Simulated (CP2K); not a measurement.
Crystal: Nb.

```
Nb
1.0
     2.71964    0.00000    0.00000
     0.00000    2.71964    0.00000
     0.00000    0.00000    2.71964
Nb
1
Direct
  0.50000 0.50000 0.50000
```

The cell was built by a generator and needn't be a form met in nature.

Base run:

| Property | Result |
| --- | --- |
| Program | CP2K 2026.2 |
| Functional | BLYP |
| Dispersion | D3 |
| Potentials or basis | GTH_POTENTIALS Nb GTH-PBE-q13; TZVP-MOLOPT-PBE-GTH basis |
| Density cutoff | 6123 eV |
| k mesh | 10 × 10 × 10 |
| Occupations | fermi-dirac, width 0.05 eV |
| Spin | no spin polarisation |

Its results: band gap on the k mesh none (metal or under the smearing width); pressure 0.8 GPa.

**Question.** The run is repeated on the same cell with these changes: dispersion from D3 to D3(BJ). What comes out?

**Answer.** Band gap on the k mesh none (metal or under the smearing width); pressure -6.0 GPa.

Caveats: the potentials were made for another functional, which shifts forces and pressure; the basis of atomic orbitals isn't converged, which shifts pressures, moduli and gaps; pairwise dispersion overbinds metals, which lowers pressure and volume.
